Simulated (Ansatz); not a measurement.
CdS:

```xyz
2
Lattice="4.2612 0.0000 0.0000 -2.1306 3.6903 0.0000 0.0000 0.0000 5.8042" Properties=species:S:1:pos:R:3 pbc="T T T"
Cd    0.0000    0.0000    2.5695
S     2.1306    1.2301    2.5208
```

Measurements of this composition are mostly on another form, of space group No. 186.

A run of Ansatz 0.2.0 on this cell left the log below. Logs are shortened: lines on timing, memory, paths and dates and some standing lists are left out, and cuts for length are marked.

```text
Warning: RAYON_NUM_THREADS=2 ignored (pool sized by the plan → 2); use --threads N
Engine: ansatz 0.2.0, aarch64-unknown-linux-gnu
Pseudopotentials: kind: paw
Pseudopotential: Cd, paw, valence charge 20, recommended cutoff 420 eV (normal), Cd.paw.azcp
Pseudopotential: S, paw, valence charge 6, recommended cutoff 420 eV (normal), S.paw.azcp
Functional definition: PBE
  parameter kappa = 0.804
  parameter beta = 0.06672455060314922
  exchange = pbe_x(kappa = kappa, mu = beta*pi^2/3)
  correlation = pbe_c(beta = beta)
Crystal: 2 atoms, lattice volume = 91.270 Å³
Basis set: ecut = 420 eV, 1765 PW (Γ), exchange–correlation on 60×60×80 points (8 copies of the dense FFT grid, shifted against one another)
Bands: 17, of which v1, the nominal top of the filled ones, is band 13 counted from 1 (12 counted from 0)
Symmetry: 6 space group operations
k-points: 33 of 100 (irreducible under 2 space group operations, time reversal used)
Non-local potential: Cd, projectors of the file, l = 0: 3, l = 1: 2, l = 2: 2, l = 3: 1
Non-local potential: S, projectors of the file, l = 0: 2, l = 1: 2, l = 2: 2
PAW form: soft (Blöchl's): semilocal exchange-correlation on the pseudo side does not see the compensation charge
PAW one-centre angular grid: Cd, 590 points (default); XC on 64 Gauss nodes
PAW one-centre angular grid: S, 110 points (default); XC on 64 Gauss nodes
Initial density: superposition of atomic densities (neutral atoms: chi_scale 0, normalization atom), corrected by the library's trained network
Initial wavefunctions: pseudopotential atomic-orbital guess
Functional: x = pbe(κ = 0.804, μ = 0.2195149727645171), c = pbe(β = 0.06672455060314922)
SCF iter   1: F=—  HF=-9157.322501 eV  |F-HF|=—  |Δ(HF+E_count)|=         —  Δρ=1.30e-3  dr2=2.09e-3  ethr=1.77e-3  ⟨swp⟩=4.9  Hψ=2456  notcnv=0  defer=66
preconditioner: auto → Resta (q_TF=auto, 2.213 Å⁻¹)  ε∞=3.0  [insulator: Δε(μ)=1.438 eV  Ē_g=11.561 eV  n_scr=22 (ndim 8)  ℏωp=16.5 eV  f_vac=0.433  ε∞_Penn≈3.0]
SCF iter   2: F=—  HF=-9157.322769 eV  |F-HF|=—  |Δ(HF+E_count)|=   2.68e-4  Δρ=5.68e-4  dr2=4.01e-4  ethr=8.06e-6  ⟨swp⟩=2.0  Hψ=1188  notcnv=0  defer=66
SCF iter   3: F=—  HF=-9157.322774 eV  |F-HF|=—  |Δ(HF+E_count)|=   4.88e-6  Δρ=2.21e-4  dr2=6.11e-5  ethr=1.54e-6  ⟨swp⟩=2.6  Hψ=852  notcnv=0  defer=66
SCF iter   4: F=—  HF=-9157.322762 eV  |F-HF|=—  |Δ(HF+E_count)|=   1.17e-5  Δρ=6.06e-5  dr2=1.04e-5  ethr=2.35e-7  ⟨swp⟩=2.2  Hψ=872  notcnv=0  defer=51
SCF iter   5: F=—  HF=-9157.322756 eV  |F-HF|=—  |Δ(HF+E_count)|=   6.17e-6  Δρ=2.28e-5  dr2=6.39e-7  ethr=3.99e-8  ⟨swp⟩=2.2  Hψ=772  notcnv=0  defer=36
SCF iter   6: F=—  HF=-9157.322768 eV  |F-HF|=—  |Δ(HF+E_count)|=   1.22e-5  Δρ=7.01e-6  dr2=7.66e-8  ethr=2.46e-9  ⟨swp⟩=2.1  Hψ=676  notcnv=0
SCF iter   7: F=—  HF=-9157.322768 eV  |F-HF|=—  |Δ(HF+E_count)|=   2.42e-9  Δρ=1.93e-6  dr2=4.90e-9  ethr=2.94e-10  ⟨swp⟩=2.0  Hψ=858  notcnv=0  defer=10
SCF iter   8: F=—  HF=-9157.322768 eV  |F-HF|=—  |Δ(HF+E_count)|=   6.26e-9  Δρ=5.15e-7  dr2=4.00e-10  ethr=1.89e-11  ⟨swp⟩=2.3  Hψ=845  notcnv=0  defer=13
[... 45 lines left out ...]
--- Phonons (Γ-DFPT): 4 representative perturbations + reference, on 33 of 100 k-points (Σ response iterations 12) ---
  k mesh reduced under 2 symmetry operations, with k and −k counted as one. Each operation leaves every solved perturbation unchanged. A smaller set is not considered because the run solves the response to a homogeneous field
  ASR residual: 3.664e-4 → 0.000e0 eV/Å²; symmetrization residual: 1.445e-5 eV/Å²
  ASR residual per site (eV/Å²): 2.28e-4 3.66e-4
  Γ frequencies (cm⁻¹): 0.00 0.00 0.00 33.86 283.50 283.50
  ε∞ (high-frequency dielectric tensor):
        5.005275    -0.000000    -0.000000
       -0.000000     5.005275    -0.000000
       -0.000000    -0.000000     1.852310
  ε⁰ (static dielectric tensor: ions relaxed, cell fixed):
        6.946094    -0.000000    -0.000000
       -0.000000     6.946094     0.000000
       -0.000000     0.000000     6.008297
  ε⁰ − ε∞ (ionic part):
        1.940819    -0.000000    -0.000000
       -0.000000     1.940819     0.000000
       -0.000000     0.000000     4.155987
  softest optical mode at Γ: 33.86 cm⁻¹; the repairs (sum rule, projections) moved no ω² at Γ by more than (1.96 cm⁻¹)²
  Born effective charges Z* (e; rows j = field, columns β = displacement):
    site 0:
         2.68652   -0.00000   -0.00000
        -0.00000    2.68652   -0.00000
        -0.00000   -0.00000    0.46951
    site 1:
        -2.68652    0.00000    0.00000
         0.00000   -2.68652    0.00000
         0.00000    0.00000   -0.46951
  Z* charge neutrality: 1.749e-3 e pre-enforcement
  solved inside a basis spanned on kpoints, on 18×18×6 k-points: ε∞ is read to err by 1.6e-2, Z* by 2.2e-2 e (field_mesh: kpoints solves on kpoints); Z* is corrected for what the basis lacks
  optical modes at Γ without the LO–TO term, one row a degenerate level:
      ω (cm⁻¹)  modes    IR ((D/Å)²/amu)
         33.86      1             0.2039
        283.50      2            13.3499
  optical modes at Γ + LO–TO along q̂ = [1.0000, 0.0000, 0.0000]:
      ω (cm⁻¹)  modes    IR ((D/Å)²/amu)
         33.86      1             0.2039
        283.50      1             6.6750
        333.97      1             6.6750
  optical modes at Γ + LO–TO along q̂ = [0.0000, 1.0000, 0.0000]:
      ω (cm⁻¹)  modes    IR ((D/Å)²/amu)
         33.86      1             0.2039
        283.50      1             6.6750
        333.97      1             6.6750
  optical modes at Γ + LO–TO along q̂ = [0.0000, 0.0000, 1.0000]:
      ω (cm⁻¹)  modes    IR ((D/Å)²/amu)
         60.98      1             0.2039
        283.50      2            13.3499
```

Write the input and the command behind it.

Phonons with PBE, no spin polarisation. The files as run (others can give the same):

input.yaml
```yaml
crystal:
  lattice:
    - [4.2611695877, 0.0, 0.0]
    - [-2.1305847939, 3.6902811128, 0.0]
    - [0.0, 0.0, 5.80417294]
  atoms:
    - { symbol: Cd, position: [0.0, 0.0, 0.44269192] }
    - { symbol: S, position: [0.6666666667, 0.3333333333, 0.43430808] }
hamiltonian:
  xc: pbe
  pseudopotentials: { kind: paw }
kpoints:
  mp_grid: { grid: [5, 5, 4] }
scf:
  occupations: { method: fixed }
phonons:
  method: dfpt
  dielectric: true
  rigid_motions: translations
```

Potentials or basis: Ansatz PAW.
Command:
```sh
$ ansatz run input.yaml --threads 2 --pin off --max-ram 5632MiB --backend cpu --events-out ev --progress --plain --runs-dir out
```
